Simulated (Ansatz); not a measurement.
**InGaP2: a single-point run**

The task is a single-point run on InGaP2. The structure is shown as the input types it. The cell is built on a prototype (ordering on zincblende) and needn't be the phase found in nature.

Method: density functional or hybrid calculation with the settings of its input, plane waves (as first typed), in Ansatz 0.2.0.

2 further runs of the same task are left out: 1 for a known fault of the program, 1 that didn't finish.

## (1) Starting point

Symmetry: P-4m2, No. 115, tetragonal system. The conventional cell has a = 4.004 Å, b = 4.004 Å, c = 5.713 Å, α = 90.00°, β = 90.00°, γ = 90.00°. Ga (site symmetry -4m2) has 4 P at 2.39 Å as nearest neighbours. P (site symmetry 2mm) has 2 Ga at 2.39 Å and 2 In at 2.53 Å as nearest neighbours. In (site symmetry -4m2) has 4 P at 2.53 Å as nearest neighbours.

As a file:

```
CELL_PARAMETERS angstrom
4.00433 0.00000 0.00000
0.00000 4.00433 0.00000
0.00000 0.00000 5.71260
ATOMIC_POSITIONS crystal
Ga 0.00000 0.00000 0.00000
P 0.00000 0.50000 0.22865
In 0.50000 0.50000 0.50000
P 0.50000 0.00000 0.77135
```

## (2) Running it

Input file input.yaml:

```yaml
crystal:
  lattice:
    - [4.0043302189, 0.0, 0.0]
    - [0.0, 4.0043302189, 0.0]
    - [0.0, 0.0, 5.7125965203]
  atoms:
    - { symbol: Ga, position: [0.0, 0.0, 0.0] }
    - { symbol: P, position: [0.0, 0.5, 0.2286480184] }
    - { symbol: In, position: [0.5, 0.5, 0.5] }
    - { symbol: P, position: [0.5, 0.0, 0.7713519816] }
kpoints:
  mp_grid: { grid: [4, 4, 4] }
hamiltonian:
  xc: pbe
scf:
  occupations: { method: fixed }
  n_extra_bands: 5
  max_iter: 56
output:
  forces: true
  stress: true
  eigenvalues: true
basis:
  ecutrho_ratio: 1
```

Started as:

```
$ ansatz run input.yaml --threads 4 --pin off --max-ram 3686MiB --backend cpu --events-out ev --progress --plain --runs-dir out
```

What happens when this is run?

The program finished normally, with warnings (cutoff below recommended). Its log warns: «basis.ecutrho_ratio = 1 (ecutrho = 420 eV) is below the records' recommended 1680 eV»

Look at the input: basis.ecutrho_ratio is 1. The density grid can't hold the products of the orbitals.

Run again and compare: delete basis.ecutrho_ratio (the default then holds).
